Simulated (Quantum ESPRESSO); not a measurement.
# Sn (I4_1/amd) in Quantum ESPRESSO: a series of runs

One crystal, Sn, is run at these levels: LDA; tasks: single point, equation of state.

All numbers are computed with Quantum ESPRESSO 7.5; they aren't measurements. Logs are shortened: lines on timing, memory, paths and dates and some standing lists are left out, and cuts for length are marked.

### 1 Starting point

The structure is tetragonal, space group I4_1/amd (No. 141). The conventional cell has a = 5.880 Å, b = 5.880 Å, c = 3.199 Å, α = 90.00°, β = 90.00°, γ = 90.00°. Around Sn (site symmetry -4m2) lie 6 Sn at 3.05 to 3.20 Å.

### 2 Single point, LDA, 25.99 Å³/atom

pw.in

```
&CONTROL
  calculation = 'scf'
  prefix = 'pwscf'
  outdir = './tmp'
  pseudo_dir = './pseudo'
  tprnfor = .true.
  tstress = .true.
  disk_io = 'nowf'
/
&SYSTEM
  ibrav = 0
  nat = 2
  ntyp = 1
  ecutwfc = 68
  ecutrho = 544
  nbnd = 21
  occupations = 'smearing'
  smearing = 'fd'
  degauss = 0.00367493
/
&ELECTRONS
  conv_thr = 4d-10
  electron_maxstep = 120
  mixing_beta = 0.5
/
ATOMIC_SPECIES
Sn   118.7100 sn_lda_v1.4.uspp.F.UPF
CELL_PARAMETERS angstrom
  -2.8801207477    2.8801207477    1.5666540120
   2.8801207477   -2.8801207477    1.5666540120
   2.8801207477    2.8801207477   -1.5666540120
ATOMIC_POSITIONS crystal
Sn     0.0000000000    0.0000000000    0.0000000000
Sn     0.7500000000    0.2500000000    0.5000000000
K_POINTS automatic
9 9 9 0 0 0
```

Potentials or basis: GBRV 1.5 LDA.

Launch:

```
$ OMP_NUM_THREADS=1 mpirun -n 2 pw.x -nk 2 -in pw.in > pw.out
```

pw.out:

```text
This program is part of the open-source Quantum ESPRESSO suite
     for quantum simulation of materials; please cite
         "P. Giannozzi et al., J. Phys.:Condens. Matter 21 395502 (2009);
         "P. Giannozzi et al., J. Phys.:Condens. Matter 29 465901 (2017);
         "P. Giannozzi et al., J. Chem. Phys. 152 154105 (2020);
     in publications or presentations arising from this work. More details at

     Message from routine setup:
     using ibrav=0 with symmetry is DISCOURAGED, use correct ibrav instead

     K-points division:     npool     =       2
     Subspace diagonalization in iterative solution of the eigenvalue problem:
     a serial algorithm will be used

     G-vector sticks info
     --------------------
     sticks:   dense  smooth     PW     G-vecs:    dense   smooth      PW
     Sum        1965     983    307                75101    26631    4577

     Using Slab Decomposition

     bravais-lattice index     =            0
     lattice parameter (alat)  =       8.2468  a.u.
     unit-cell volume          =     350.7931 (a.u.)^3
     number of atoms/cell      =            2
     number of atomic types    =            1
     number of electrons       =        28.00
     number of Kohn-Sham states=           21
     kinetic-energy cutoff     =      68.0000  Ry
     charge density cutoff     =     544.0000  Ry
     scf convergence threshold =      4.0E-10
     mixing beta               =       0.5000
     number of iterations used =            8  plain     mixing
     Exchange-correlation=  SLA  PZ   NOGX NOGC
                           (   1   1   0   0   0   0   0)

     celldm(1)=   8.246786  celldm(2)=   0.000000  celldm(3)=   0.000000
     celldm(4)=   0.000000  celldm(5)=   0.000000  celldm(6)=   0.000000

     crystal axes: (cart. coord. in units of alat)
               a(1) = (  -0.659971   0.659971   0.358994 )
               a(2) = (   0.659971  -0.659971   0.358994 )
               a(3) = (   0.659971   0.659971  -0.358994 )

     reciprocal axes: (cart. coord. in units 2 pi/alat)
               b(1) = (  0.000000  0.757609  1.392781 )
               b(2) = (  0.757609  0.000000  1.392781 )
               b(3) = (  0.757609  0.757609  0.000000 )

     PseudoPot. # 1 for Sn read from file:
     sn_lda_v1.4.uspp.F.UPF
     Pseudo is Ultrasoft + core correction, Zval = 14.0
     Generated by new atomic code, or converted to UPF format
     Using radial grid of  891 points,  6 beta functions with:
                l(1) =   0
                l(2) =   0
                l(3) =   1
                l(4) =   1
                l(5) =   2
                l(6) =   2
     Q(r) pseudized with  8 coefficients,  rinner =    1.350   1.350   1.350
                                                       1.350   1.350

     atomic species   valence    mass     pseudopotential
     Sn               14.00   118.71000     Sn( 1.00)

     16 Sym. Ops., with inversion, found ( 8 have fractional translation)

   Cartesian axes

     site n.     atom                  positions (alat units)
         1        Sn     tau(   1) = (   0.0000000   0.0000000   0.0000000  )
         2        Sn     tau(   2) = (   0.0000000   0.6599709   0.1794970  )

     number of k points=    75  Fermi-Dirac smearing, width (Ry)=  0.0037
                       cart. coord. in units 2pi/alat
        k(    1) = (   0.0000000   0.0000000   0.0000000), wk =   0.0027435
        k(    2) = (   0.0841788   0.0841788   0.0000000), wk =   0.0109739
        k(    3) = (   0.1683576   0.1683576   0.0000000), wk =   0.0109739
        k(    4) = (   0.2525364   0.2525364   0.0000000), wk =   0.0109739
        k(    5) = (   0.3367152   0.3367152   0.0000000), wk =   0.0109739
        k(    6) = (   0.0841788   0.0000000   0.1547534), wk =   0.0219479
[... 67 lines left out ...]
        k(   74) = (  -0.0000000  -0.0000000   1.2380274), wk =   0.0054870
        k(   75) = (   0.0000000   0.6734303   0.0000000), wk =   0.0109739

     Dense  grid:    75101 G-vectors     FFT dimensions: (  64,  64,  64)

     Smooth grid:    26631 G-vectors     FFT dimensions: (  48,  48,  48)

     Initial potential from superposition of free atoms

     starting charge      25.9999, renormalised to      28.0000
     Starting wfcs are   18 randomized atomic wfcs +    3 random wfcs

     Self-consistent Calculation

     iteration #  1     ecut=    68.00 Ry     beta= 0.50
     Davidson diagonalization with overlap
     ethr =  1.00E-02,  avg # of iterations =  8.5

     total energy              =    -317.28664781 Ry
     estimated scf accuracy    <       2.27775399 Ry

     iteration #  2     ecut=    68.00 Ry     beta= 0.50
     Davidson diagonalization with overlap
     ethr =  8.13E-03,  avg # of iterations =  2.0

     total energy              =    -317.80098670 Ry
     estimated scf accuracy    <       0.02034363 Ry

     iteration #  3     ecut=    68.00 Ry     beta= 0.50
     Davidson diagonalization with overlap
     ethr =  7.27E-05,  avg # of iterations =  5.7
[... 36 lines left out ...]
     total energy              =    -317.80807104 Ry
     estimated scf accuracy    <       0.00000014 Ry

     iteration #  9     ecut=    68.00 Ry     beta= 0.50
     Davidson diagonalization with overlap
     ethr =  4.23E-10,  avg # of iterations =  2.0

     total energy              =    -317.80807109 Ry
     estimated scf accuracy    <          7.4E-09 Ry

     iteration # 10     ecut=    68.00 Ry     beta= 0.50
     Davidson diagonalization with overlap
     ethr =  2.63E-11,  avg # of iterations =  2.0

     End of self-consistent calculation

          k = 0.0000 0.0000 0.0000 (  3347 PWs)   bands (ev):

   -10.5286 -10.4295 -10.3861 -10.3694 -10.1930 -10.1930 -10.1808 -10.1808
   -10.0828  -9.9610  -0.4228   7.4116   8.9811   8.9811  14.0939  17.4561
    17.4561  18.1607  18.2451  21.2134  21.9000

          k = 0.0842 0.0842 0.0000 (  3318 PWs)   bands (ev):

   -10.5169 -10.4316 -10.3772 -10.3754 -10.1987 -10.1867 -10.1777 -10.1765
   -10.0898  -9.9730  -0.3078   6.4788   9.1196   9.6936  14.6266  16.5129
    16.8423  18.0827  18.2188  21.7579  21.9173

          k = 0.1684 0.1684 0.0000 (  3318 PWs)   bands (ev):

   -10.4830 -10.4361 -10.3937 -10.3475 -10.2173 -10.1723 -10.1717 -10.1642
   -10.1095 -10.0050   0.0373   5.0408   9.5308  10.5818  15.0347  15.6195
    16.1120  17.7421  17.9004  21.4081  21.5557
[... 229 lines left out ...]
          k =-0.6734-0.2525-0.4643 (  3323 PWs)   bands (ev):

   -10.4227 -10.3472 -10.3074 -10.2855 -10.2479 -10.2343 -10.1705 -10.1576
   -10.1069 -10.0628   3.3564   5.0195   8.0471   8.9169  10.7217  12.8525
    16.1534  17.6042  20.5736  20.9525  21.5611

          k =-0.5893-0.1684-0.4643 (  3337 PWs)   bands (ev):

   -10.4244 -10.3473 -10.2825 -10.2748 -10.2638 -10.2129 -10.2096 -10.1629
   -10.1045 -10.0600   3.9774   4.3535   7.8679   9.4562   9.8884  12.8835
    17.3211  17.3298  20.2826  20.2832  22.7280

          k =-0.0000 0.3367-0.3095 (  3313 PWs)   bands (ev):

   -10.4461 -10.3503 -10.3407 -10.3127 -10.2406 -10.2076 -10.1854 -10.1526
   -10.1331 -10.0455   1.2790   5.4321   8.1637  11.2776  12.8417  14.0480
    14.9926  16.7363  18.1923  20.4379  20.7818

          k = 0.0842 0.4209-0.3095 (  3323 PWs)   bands (ev):

   -10.4186 -10.3615 -10.3427 -10.2875 -10.2374 -10.2188 -10.1757 -10.1554
   -10.1385 -10.0770   1.8433   4.6042   8.1356  10.5170  11.7946  14.5465
    15.9553  17.4701  19.4982  20.3949  22.2382

          k =-0.5893-0.2525-0.3095 (  3313 PWs)   bands (ev):

   -10.4055 -10.3710 -10.3164 -10.2760 -10.2539 -10.1999 -10.1825 -10.1748
   -10.1411 -10.0909   2.6153   3.5742   8.6930   9.6186  11.3060  14.5879
    16.9057  17.6544  20.1560  21.6022  22.4282

          k = 0.0000 0.2525-0.1548 (  3327 PWs)   bands (ev):
[... 11 lines left out ...]
          k = 0.1684 0.4209-0.1548 (  3310 PWs)   bands (ev):

   -10.4253 -10.4037 -10.3720 -10.2726 -10.2625 -10.1926 -10.1656 -10.1593
   -10.1330 -10.0851   1.4345   3.4107   8.5890  10.6228  14.1470  14.7558
    16.4371  17.2534  19.8808  21.7793  22.8423

          k =-0.5051-0.2525-0.1548 (  3314 PWs)   bands (ev):

   -10.4166 -10.4153 -10.3217 -10.3153 -10.2360 -10.2130 -10.1619 -10.1609
   -10.1231 -10.1071   2.3130   2.3501   9.4276   9.5332  14.1345  15.3742
    15.8356  17.0433  21.8915  22.1238  22.6051

          k =-0.0000 0.1684-0.0000 (  3307 PWs)   bands (ev):

   -10.5059 -10.4328 -10.3831 -10.3665 -10.1927 -10.1919 -10.1816 -10.1666
   -10.0964  -9.9848  -0.1926   6.1068   8.4110  10.7935  15.0560  15.0766
    17.7127  17.9231  17.9827  21.7326  21.9605

          k = 0.0842 0.2525-0.0000 (  3320 PWs)   bands (ev):

   -10.4749 -10.4340 -10.3988 -10.3394 -10.2106 -10.1794 -10.1774 -10.1538
   -10.1148 -10.0163   0.1527   5.0204   8.3593  11.9591  13.4795  16.3681
    17.1092  17.5907  17.7727  21.7304  21.8555

          k = 0.1684 0.3367-0.0000 (  3319 PWs)   bands (ev):

   -10.4456 -10.4163 -10.4147 -10.2992 -10.2446 -10.1791 -10.1616 -10.1443
   -10.1340 -10.0567   0.7271   3.7316   8.8580  12.0149  12.9197  16.0166
    17.2906  17.4106  18.4094  21.4792  21.5618

          k = 0.2525 0.4209-0.0000 (  3328 PWs)   bands (ev):
[... 35 lines left out ...]
          k = 0.0000 0.5051-0.3095 (  3320 PWs)   bands (ev):

   -10.4072 -10.3696 -10.3153 -10.2771 -10.2292 -10.2094 -10.1944 -10.1633
   -10.1485 -10.0986   2.3897   4.5222   7.3556   9.3715  11.0377  15.5152
    17.6265  17.8572  20.7869  21.5206  22.6658

          k =-0.6734-0.1684-0.3095 (  3328 PWs)   bands (ev):

   -10.4058 -10.3700 -10.2774 -10.2602 -10.2400 -10.2156 -10.2027 -10.1745
   -10.1604 -10.1057   3.1079   3.9373   7.4990   8.2945  10.7111  15.8926
    18.6123  18.7186  21.0551  21.6424  22.9687

          k =-0.0000 0.4209-0.1548 (  3327 PWs)   bands (ev):

   -10.4342 -10.4008 -10.3781 -10.2869 -10.2066 -10.2047 -10.1908 -10.1493
   -10.1387 -10.0828   1.2064   4.4007   7.1351  10.4048  14.0388  15.4532
    17.5387  18.5315  19.0201  21.5518  22.3086

          k = 0.0842 0.5051-0.1548 (  3316 PWs)   bands (ev):

   -10.4271 -10.4128 -10.3359 -10.2580 -10.2370 -10.1971 -10.1826 -10.1675
   -10.1384 -10.1153   1.8766   3.6743   7.2077   9.0460  13.7413  16.7106
    17.7766  18.8238  20.4561  21.7893  22.4944

          k =-0.5893-0.1684-0.1548 (  3316 PWs)   bands (ev):

   -10.4220 -10.4203 -10.2914 -10.2790 -10.2357 -10.2022 -10.1780 -10.1729
   -10.1445 -10.1251   2.6986   2.7643   7.9112   7.9795  13.6343  17.2536
    18.0249  18.3249  21.6789  22.2105  23.0149

          k = 0.0000 0.3367 0.0000 (  3334 PWs)   bands (ev):
[... 29 lines left out ...]
          k = 0.0000 0.5893-0.1548 (  3335 PWs)   bands (ev):

   -10.4259 -10.4193 -10.2935 -10.2419 -10.2175 -10.2015 -10.1958 -10.1757
   -10.1593 -10.1412   2.5042   3.7251   6.4816   7.7215  13.4193  18.0679
    18.8737  19.9174  21.6081  22.1366  22.8516

          k =-0.6734-0.0842-0.1548 (  3325 PWs)   bands (ev):

   -10.4242 -10.4224 -10.2590 -10.2377 -10.2320 -10.1953 -10.1940 -10.1836
   -10.1691 -10.1541   3.1739   3.2749   6.7481   6.7756  13.3098  18.3130
    19.8287  19.9112  22.0792  22.5894  23.4547

          k =-0.0000 0.5051-0.0000 (  3324 PWs)   bands (ev):

   -10.4480 -10.4336 -10.3426 -10.2577 -10.2131 -10.1923 -10.1874 -10.1628
   -10.1384 -10.1189   1.6287   3.8287   6.5553   8.8173  16.4001  16.6466
    17.1931  19.5352  20.0496  23.0426  23.2002

          k = 0.0842 0.5893-0.0000 (  3323 PWs)   bands (ev):

   -10.4452 -10.4406 -10.2937 -10.2455 -10.2289 -10.2049 -10.1738 -10.1683
   -10.1477 -10.1456   2.3747   3.2118   6.7322   7.5903  16.4355  16.4693
    18.3992  19.3392  21.8991  23.3357  23.4212

          k =-0.0000-0.0000 1.2380 (  3312 PWs)   bands (ev):

   -10.4246 -10.4227 -10.2397 -10.2288 -10.2053 -10.2053 -10.1898 -10.1873
   -10.1839 -10.1839   3.4378   3.5645   6.2537   6.2537  13.1999  18.5882
    20.5919  20.5919  22.7519  23.1486  23.1486

          k = 0.0000 0.6734 0.0000 (  3328 PWs)   bands (ev):

   -10.4451 -10.4435 -10.2536 -10.2260 -10.2165 -10.2072 -10.1883 -10.1745
   -10.1712 -10.1684   2.9882   3.3819   6.1035   6.5043  16.3118  16.3189
    20.0730  20.5646  23.1080  23.8891  24.3686

     the Fermi energy is    11.0808 ev

!    total energy              =    -317.80807109 Ry
     estimated scf accuracy    <          5.6E-11 Ry
     smearing contrib. (-TS)   =      -0.00054376 Ry
     internal energy E=F+TS    =    -317.80752733 Ry

     The total energy is F=E-TS. E is the sum of the following terms:
     one-electron contribution =    -107.14923774 Ry
     hartree contribution      =      74.37883520 Ry
     xc contribution           =     -84.87573402 Ry
     ewald contribution        =    -200.16139076 Ry

     convergence has been achieved in  10 iterations

     Forces acting on atoms (cartesian axes, Ry/au):

     atom    1 type  1   force =    -0.00000000    0.00000000    0.00000000
     atom    2 type  1   force =     0.00000000    0.00000000   -0.00000000

     Total force =     0.000000     Total SCF correction =     0.000000

     Computing stress (Cartesian axis) and pressure

          total   stress  (Ry/bohr**3)                   (kbar)     P=        1.59
   0.00002508   0.00000000  -0.00000000            3.69        0.00       -0.00
   0.00000000   0.00002508   0.00000000            0.00        3.69        0.00
  -0.00000000  -0.00000000  -0.00001768           -0.00       -0.00       -2.60

=------------------------------------------------------------------------------=
   JOB DONE.
=------------------------------------------------------------------------------=
```

Wall time 61 s (2 MPI ranks of Arm Neoverse V2, shared host); peak memory 0.46 GiB.

What came out:

| Item | Value |
| --- | --- |
| Free energy | -4323.9991 eV |
| Pressure | 0.2 GPa |
| Band gap on the k mesh | none (metal or under the smearing width) |

### 3 Single point, LDA, 26.54 Å³/atom

Changes to pw.in since step 2:

```diff
@@ -28,5 +28,5 @@
 CELL_PARAMETERS angstrom
-  -2.8801207477    2.8801207477    1.5666540120
-   2.8801207477   -2.8801207477    1.5666540120
-   2.8801207477    2.8801207477   -1.5666540120
+  -2.9004039564    2.9004039564    1.5776871502
+   2.9004039564   -2.9004039564    1.5776871502
+   2.9004039564    2.9004039564   -1.5776871502
 ATOMIC_POSITIONS crystal
```

Potentials or basis: GBRV 1.5 LDA.

Launch:

```
$ OMP_NUM_THREADS=1 mpirun -n 2 pw.x -nk 2 -in pw.in > pw.out
```

It took 61 s on 2 MPI ranks of Arm Neoverse V2, shared host; peak memory 0.46 GiB.

It converged, with:

| Item | Value |
| --- | --- |
| Free energy | -4323.9976 eV |
| Pressure | -1.1 GPa |
| Band gap on the k mesh | none (metal or under the smearing width) |

### 4 Single point, LDA, 27.10 Å³/atom

Changes to pw.in since step 3:

```diff
@@ -28,5 +28,5 @@
 CELL_PARAMETERS angstrom
-  -2.9004039564    2.9004039564    1.5776871502
-   2.9004039564   -2.9004039564    1.5776871502
-   2.9004039564    2.9004039564   -1.5776871502
+  -2.9204073745    2.9204073745    1.5885680951
+   2.9204073745   -2.9204073745    1.5885680951
+   2.9204073745    2.9204073745   -1.5885680951
 ATOMIC_POSITIONS crystal
```

Launch:

```
$ OMP_NUM_THREADS=1 mpirun -n 2 pw.x -nk 2 -in pw.in > pw.out
```

Wall time 62 s (2 MPI ranks of Arm Neoverse V2, shared host); peak memory 0.48 GiB.

It converged, with:

```yaml
Free_energy: -4323.9882 eV
Pressure: -2.2 GPa
Band_gap_on_the_k_mesh: none (metal or under the smearing width)
```

### 5 Single point, LDA, 27.65 Å³/atom

Changes to pw.in since step 4:

```diff
@@ -28,5 +28,5 @@
 CELL_PARAMETERS angstrom
-  -2.9204073745    2.9204073745    1.5885680951
-   2.9204073745   -2.9204073745    1.5885680951
-   2.9204073745    2.9204073745   -1.5885680951
+  -2.9401404553    2.9401404553    1.5993019889
+   2.9401404553   -2.9401404553    1.5993019889
+   2.9401404553    2.9401404553   -1.5993019889
 ATOMIC_POSITIONS crystal
```

Launch:

```
$ OMP_NUM_THREADS=1 mpirun -n 2 pw.x -nk 2 -in pw.in > pw.out
```

Wall time 63 s (2 MPI ranks of Arm Neoverse V2, shared host); peak memory 0.5 GiB.

Results (log left out):

```
Free energy            : -4323.9715 eV
Pressure               : -3.1 GPa
Band gap on the k mesh : none (metal or under the smearing width)
```

### 6 Single point, LDA, 28.20 Å³/atom

Changes to pw.in since step 5:

```diff
@@ -28,5 +28,5 @@
 CELL_PARAMETERS angstrom
-  -2.9401404553    2.9401404553    1.5993019889
-   2.9401404553   -2.9401404553    1.5993019889
-   2.9401404553    2.9401404553   -1.5993019889
+  -2.9596121516    2.9596121516    1.6098937015
+   2.9596121516   -2.9596121516    1.6098937015
+   2.9596121516    2.9596121516   -1.6098937015
 ATOMIC_POSITIONS crystal
```

Potentials or basis: GBRV 1.5 LDA.

Launch:

```
$ OMP_NUM_THREADS=1 mpirun -n 2 pw.x -nk 2 -in pw.in > pw.out
```

Wall time 70 s (2 MPI ranks of Arm Neoverse V2, shared host); peak memory 0.48 GiB.

Results (log left out):

- Free energy: -4323.9484 eV
- Pressure: -4.0 GPa
- Band gap on the k mesh: none (metal or under the smearing width)

### 7 Single point, LDA, 28.76 Å³/atom

Changes to pw.in since step 6:

```diff
@@ -28,5 +28,5 @@
 CELL_PARAMETERS angstrom
-  -2.9596121516    2.9596121516    1.6098937015
-   2.9596121516   -2.9596121516    1.6098937015
-   2.9596121516    2.9596121516   -1.6098937015
+  -2.9788309508    2.9788309508    1.6203478496
+   2.9788309508   -2.9788309508    1.6203478496
+   2.9788309508    2.9788309508   -1.6203478496
 ATOMIC_POSITIONS crystal
```

Launch:

```
$ OMP_NUM_THREADS=1 mpirun -n 2 pw.x -nk 2 -in pw.in > pw.out
```

It took 69 s on 2 MPI ranks of Arm Neoverse V2, shared host; peak memory 0.5 GiB.

It converged, with:

| Item | Value |
| --- | --- |
| Free energy | -4323.9198 eV |
| Pressure | -4.8 GPa |
| Band gap on the k mesh | none (metal or under the smearing width) |

### 8 Single point, LDA, 29.31 Å³/atom

Changes to pw.in since step 7:

```diff
@@ -28,5 +28,5 @@
 CELL_PARAMETERS angstrom
-  -2.9788309508    2.9788309508    1.6203478496
-   2.9788309508   -2.9788309508    1.6203478496
-   2.9788309508    2.9788309508   -1.6203478496
+  -2.9978049079    2.9978049079    1.6306688148
+   2.9978049079   -2.9978049079    1.6306688148
+   2.9978049079    2.9978049079   -1.6306688148
 ATOMIC_POSITIONS crystal
```

Launch:

```
$ OMP_NUM_THREADS=1 mpirun -n 2 pw.x -nk 2 -in pw.in > pw.out
```

It took 70 s on 2 MPI ranks of Arm Neoverse V2, shared host; peak memory 0.5 GiB.

Results (log left out):

```yaml
Free_energy: -4323.8861 eV
Pressure: -5.4 GPa
Band_gap_on_the_k_mesh: none (metal or under the smearing width)
```

### 9 Equation of state, LDA

Potentials or basis: GBRV 1.5 LDA.

This step only gathers the single runs of the series.

What came out:

| Property | Result |
| --- | --- |
| Equilibrium volume | 26.17 Å³/atom |
| Bulk modulus at fixed shape and positions | 60 GPa |
| Pressure derivative of the bulk modulus | 4.7 |

Energy against volume, from the lowest point:
```tsv
volume (Å³/atom)	energy (meV/atom)
25.991	0.00
26.544	0.73
27.097	5.46
27.650	13.79
28.203	25.33
28.756	39.65
29.309	56.47
```

Caveat: the cell was scaled at fixed shape and fractional positions, which overstates the stiffness of a crystal with free parameters, most of all of layers and chains.
